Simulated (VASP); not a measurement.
# BAs (F-43m) in VASP: a series of runs, part 2 of 2

VASP 6.6.1. The steps go on from the part before.

## 4. Single point, PBEsol

INCAR

```
SYSTEM = BAs
PREC = Accurate
ENCUT = 520
EDIFF = 1E-6
ISMEAR = 0
SIGMA = 0.02
LREAL = .FALSE.
LASPH = .TRUE.
NELM = 100
ALGO = Fast
ISIF = 2
LWAVE = .FALSE.
LCHARG = .TRUE.
GGA = PS
LELF = .TRUE.
LVHAR = .TRUE.
NBANDS = 11
```

KPOINTS

```
Automatic mesh
0
G
  10 10 10
  0 0 0
```

POSCAR

```
BAs
1.0
    0.0000000000      2.3838624930      2.3838624930
    2.3838624930      0.0000000000      2.3838624930
    2.3838624930      2.3838624930      0.0000000000
B As
1 1
Direct
    0.0000000000      0.0000000000      0.0000000000
    0.2500000000      0.2500000000      0.2500000000
```

Potentials or basis: VASP PAW PBE potentials, release 64 (B, As).

Started as:

```console
> cat potpaw_PBE.64/B/POTCAR potpaw_PBE.64/As/POTCAR > POTCAR
> mpirun -np 1 vasp_std > vasp.out
```

OUTCAR:

```text
SYSTEM = BAs
   PREC = Accurate
   ENCUT = 520
   EDIFF = 1E-6
   ISMEAR = 0
   LREAL = .FALSE.
   LASPH = .TRUE.
   NELM = 100
   ISIF = 2
   GGA = PS

 ion  position               nearest neighbor table
   1  0.000  0.000  0.000-   2 2.06   2 2.06   2 2.06   2 2.06
   2  0.250  0.250  0.250-   1 2.06   1 2.06   1 2.06   1 2.06

  LATTYP: Found a face centered cubic cell.
 ALAT       =     4.7677249860

  Lattice vectors:

 A1 = (   0.0000000000,   2.3838624930,   2.3838624930)
 A2 = (   2.3838624930,   0.0000000000,   2.3838624930)
 A3 = (   2.3838624930,   2.3838624930,   0.0000000000)

Analysis of symmetry for initial positions (statically):
=====================================================================
 Subroutine PRICEL returns:
 Original cell was already a primitive cell.

 Routine SETGRP: Setting up the symmetry group for a
 face centered cubic supercell.

 Subroutine GETGRP returns: Found 24 space group operations
 (whereof 24 operations were pure point group operations)
 out of a pool of 48 trial point group operations.

The static configuration has the point symmetry T_d .

Analysis of symmetry for dynamics (positions and initial velocities):
=====================================================================
 Subroutine PRICEL returns:
 Original cell was already a primitive cell.

 Routine SETGRP: Setting up the symmetry group for a
 face centered cubic supercell.

 Subroutine GETGRP returns: Found 24 space group operations
 (whereof 24 operations were pure point group operations)
 out of a pool of 48 trial point group operations.

The dynamic configuration has the point symmetry T_d .

 Subroutine INISYM returns: Found 24 space group operations
 (whereof 24 operations are pure point group operations),
 and found     1 'primitive' translations

----------------------------------------------------------------------------------------

                                     Primitive cell

  volume of cell :      27.0940
[... 118 lines left out ...]
   LEPSILON=     F    determine dielectric tensor
   LRPA    =     F    only Hartree local field effects (RPA)
 non-spin polarized calculation
 RMM-DIIS sequential band-by-band and
 Gauss-broadening in eV      SIGMA  =   0.02
  energy-cutoff  :      520.00
  volume of cell :       27.09
 maximum number of plane-waves:       745
 NGX is ok and might be reduce to    28
   NGX = 13   NGY = 13   NGZ = 13

 number of electron       8.0000000 magnetization

 Free energy of the ion-electron system (eV)
  ---------------------------------------------------
  ext. energy  EPLUGINS =         0.00000000
  ---------------------------------------------------
  free energy    TOTEN  =       -12.20336986 eV

  energy without entropy =      -12.20336986  energy(sigma->0) =      -12.20336986

 E-fermi :   6.2837     XC(G=0): -10.7558

 val. band max:        6.1083135156   @ k =   0.0000   0.0000   0.0000
 cond. band min:       7.1785417000   @ k =   0.4000   0.4000   0.0000
 fundamental gap:      1.0702281844
 Fermi energy:         6.2836963571

 k-point     1 :       0.0000    0.0000    0.0000
  band No.  band energies     occupation
      1      -9.3821      2.00000
      2       6.1083      2.00000
      3       6.1083      2.00000
      4       6.1083      2.00000
      5       9.3555      0.00000
      6       9.3555      0.00000
      7       9.3555      0.00000
      8      10.8642      0.00000
      9      15.4837      0.00000
     10      19.0631      0.00000
     11      19.0631      0.00000
[... 309 lines left out ...]
 k-point    24 :       0.4000    0.3000    0.0000
  band No.  band energies     occupation
      1      -6.7162      2.00000
      2      -0.3682      2.00000
      3       2.0743      2.00000
      4       2.5778      2.00000
      5       7.7118      0.00000
      6       9.4021      0.00000
      7      14.9521      0.00000
      8      15.1876      0.00000
      9      18.1476      0.00000
     10      21.8671      0.00000
     11      21.9893      0.00000

 [... further k-points ...]

------------------------ aborting loop because EDIFF is reached ----------------------------------------

  FORCE on cell =-STRESS in cart. coord.  units (eV):
  Direction    XX          YY          ZZ          XY          YZ          ZX
  --------------------------------------------------------------------------------------
  -------------------------------------------------------------------------------------
  Total        0.1510339      0.1510339      0.1510339      0.0000000      0.0000000      0.0000000
  in kB        8.9312356      8.9312356      8.9312356      0.0000000      0.0000000      0.0000000
  external PRESSURE =       8.9312356 kB  Pullay stress =       0.0000000 kB

 VOLUME and BASIS-vectors are now :
 -----------------------------------------------------------------------------
  energy-cutoff  :      520.00
  volume of cell :       27.09
      direct lattice vectors                 reciprocal lattice vectors
     0.000000000  2.383862493  2.383862493    -0.209743641  0.209743641  0.209743641
     2.383862493  0.000000000  2.383862493     0.209743641 -0.209743641  0.209743641
     2.383862493  2.383862493  0.000000000     0.209743641  0.209743641 -0.209743641

 POSITION                                       TOTAL-FORCE (eV/Angst)
 -----------------------------------------------------------------------------------
      0.00000      0.00000      0.00000        -0.000000     -0.000000     -0.000000
      1.19193      1.19193      1.19193         0.000000      0.000000      0.000000
 -----------------------------------------------------------------------------------
    total drift:                               -0.000000     -0.000000     -0.000000

  FREE ENERGIE OF THE ION-ELECTRON SYSTEM (eV)
  ---------------------------------------------------
  free  energy   TOTEN  =       -12.2033698584 eV

  energy  without entropy=      -12.2033698584  energy(sigma->0) =      -12.20336986
```

OSZICAR:

```text
N       E                     dE             d eps       ncg     rms          rms(c)
DAV:   1     0.108708663712E+02    0.10871E+02   -0.37140E+03  1034   0.634E+02
DAV:   2    -0.121357952784E+02   -0.23007E+02   -0.21775E+02  1416   0.103E+02
DAV:   3    -0.128203489756E+02   -0.68455E+00   -0.68267E+00  1310   0.166E+01
DAV:   4    -0.128221533550E+02   -0.18044E-02   -0.18043E-02  1128   0.924E-01
DAV:   5    -0.128221560132E+02   -0.26582E-05   -0.26582E-05  1232   0.382E-02    0.487E+00
RMM:   6    -0.122842045361E+02    0.53795E+00   -0.29436E-01  1034   0.272E+00    0.234E+00
RMM:   7    -0.122123319004E+02    0.71873E-01   -0.68890E-02  1061   0.147E+00    0.953E-01
RMM:   8    -0.122033468574E+02    0.89850E-02   -0.14455E-02  1126   0.792E-01    0.117E-01
RMM:   9    -0.122034396227E+02   -0.92765E-04   -0.10513E-03  1174   0.229E-01    0.509E-02
RMM:  10    -0.122033709467E+02    0.68676E-04   -0.83627E-05  1192   0.716E-02    0.233E-02
RMM:  11    -0.122033758319E+02   -0.48852E-05   -0.30445E-05  1199   0.333E-02    0.108E-02
RMM:  12    -0.122033698718E+02    0.59601E-05   -0.56942E-06  1196   0.149E-02    0.121E-03
RMM:  13    -0.122033698584E+02    0.13402E-07   -0.31527E-07   955   0.390E-03
   1 F= -.12203370E+02 E0= -.12203370E+02  d E =-.135910E-37
```

stdout:

```text
POSCAR found type information on POSCAR B As
 POSCAR found :  2 types and       2 ions
 scaLAPACK will be used
 -----------------------------------------------------------------------------
|                                                                             |
|                                                                             |
|     You enforced a specific xc type in the INCAR file but a different       |
|     I HOPE YOU KNOW WHAT YOU ARE DOING!                                     |
|                                                                             |
 -----------------------------------------------------------------------------

 LDA part: xc-table for (Slater+PW92), standard interpolation
 POSCAR, INCAR and KPOINTS ok, starting setup
 FFT: planning ... GRIDC
 FFT: planning ... GRID_SOFT
 FFT: planning ... GRID
 WAVECAR not read
 entering main loop
```

Wall time 12 s (1 thread of AMD EPYC 9R14 (Zen 4), shared host); peak memory 0.13 GiB.

Results:

| Quantity | Value |
| --- | --- |
| Free energy | -12.2034 eV |
| Pressure | 0.9 GPa |
| Band gap on the k mesh | 1.07 eV, indirect (least direct gap 3.25 eV) |

Caveat: the PAW data sets were made with another functional, which shifts forces and pressure a little. PBEsol gaps usually lie below the measured ones, often by a third to a half.
